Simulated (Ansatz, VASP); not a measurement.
# Two plane-wave programs on SiC (Moissanite)

File INCAR:

```
SYSTEM = SiC
PREC = Accurate ; ENCUT = 520
EDIFF = 1E-7 ; ISMEAR = -1
SIGMA = 0.05 ; LREAL = .FALSE.
LASPH = .TRUE. ; NELM = 100
ALGO = Normal ; ISIF = 2
LWAVE = .FALSE. ; LCHARG = .FALSE.
GGA = PE ; IVDW = 13
NBANDS = 16
```

KPOINTS

```
Automatic mesh
0
G
  10 10 5
  0 0 0
```

File POSCAR:

```
SiC
1.0
    3.0963714546      0.0000000000      0.0000000000
   -1.5481857273      2.6815363392      0.0000000000
    0.0000000000      0.0000000000      5.0814314379
Si C
2 2
Direct
    0.6666666667      0.3333333333      0.5000000000
    0.3333333333      0.6666666667      0.0000000000
    0.6666666667      0.3333333333      0.8850000000
    0.3333333333      0.6666666667      0.3850000000
```

Contents of input.yaml:

```yaml
crystal:
  lattice:
    - [3.0963714546, 0.0, 0.0]
    - [-1.5481857273, 2.6815363392, 0.0]
    - [0.0, 0.0, 5.0814314379]
  atoms:
    - { symbol: Si, position: [0.6666666667, 0.3333333333, 0.5] }
    - { symbol: Si, position: [0.3333333333, 0.6666666667, 0.0] }
    - { symbol: C, position: [0.6666666667, 0.3333333333, 0.885] }
    - { symbol: C, position: [0.3333333333, 0.6666666667, 0.385] }
hamiltonian:
  xc: pbe
  pseudopotentials: { kind: paw }
  dispersion: d4
kpoints:
  mp_grid: { grid: [10, 10, 5] }
scf:
  occupations: { method: fermi_dirac, width: 0.05 }
output:
  forces: true
  stress: true
  eigenvalues: true
```

Alike in both runs: task single point; functional PBE; dispersion D4; k mesh 10 × 10 × 5; occupations fermi-dirac, width 0.05 eV; no spin polarisation.

|  | VASP | Ansatz |
| --- | --- | --- |
| version | VASP 6.6.1 | Ansatz 0.2.0 |
| potentials or method | VASP PAW PBE potentials, release 64 (Si, C) | Ansatz PAW |
| plane-wave cutoff (eV) | 520 | 420 |
| valence electrons in the cell | 16 | 16 |

Ansatz gave:

- gap on the k mesh at the Fermi level (eV): 2.51
- least direct gap on the mesh (eV): 4.04
- pressure (GPa): -4.7
- largest component of the traceless stress (GPa): 2.51
- rms of the force components (eV/Å): 0.408
- dispersion energy (meV/atom): -323.8

Task: Estimate VASP's values.

Result: gap on the k mesh at the Fermi level (eV): 2.51; least direct gap on the mesh (eV): 4.03; pressure (GPa): -4.7; largest component of the traceless stress (GPa): 2.50; rms of the force components (eV/Å): 0.408; dispersion energy (meV/atom): -323.7.

Atom by atom the forces differ by 0.000 eV/Å (rms over components).

Caveats: an odd mesh through Γ misses points on the zone boundary, where band edges often lie (VASP); odd divisions of the mesh miss points on the zone boundary, where band edges often lie, so the gap on the mesh can be too wide (Ansatz). A hybrid or GW would open this gap; PBE tends to underestimate it.
